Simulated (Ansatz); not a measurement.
# C: strain energy, fitted

C, P6/mmm, a = 2.465 Å, c = 3.567 Å. This isn't the element's structure at ambient conditions. Ansatz: PBE+D3(BJ), PAW, 420 eV, Γ-centred 24×24×14 mesh on 2 atoms, Gaussian smearing 0.10 eV; no spin polarisation. Series: strain along c alone, the other axes held, atoms fixed by symmetry; x is the strain in per cent. y is the free energy over the unstrained cell, V0 = 9.384 Å³/atom.

| x (%) | y (meV/atom) |
| --- | --- |
| -4.5 | 2.53 |
| -3.0 | 1.10 |
| -1.5 | ? |
| 0.0 | 0.00 |
| 1.5 | 0.12 |
| 3.0 | 0.58 |
| 4.5 | 1.29 |

Question: Fit y = c2 x² + c3 x³ to the other rows, turn c2 into a modulus, and predict the missing energy.

Answer: Least squares on the rows shown. y = 0.09400 x² − 0.007045 x³. In eV per unit strain² c2 is 0.9400; this is C33 with relaxed ions (E = ½ C33 V0 ε²): 2 × 0.9400 × 160.2 / (9.384) = 32 GPa. Energies this small carry numerical noise of a few hundredths of a meV. The unstrained cell keeps some stress along the strain, worth a slope of -0.05 meV/atom per %, which the form leaves out. With a term in x⁴ added, the coefficient of x² becomes 0.09007, 4 % less, which shows how far this figure hangs on the form. At x = -1.5 the fit asked for gives 0.24 meV/atom. The run gave 0.29 meV/atom, so the fit is 0.05 meV/atom too low, within the rms miss on the fitted rows (0.06 meV/atom).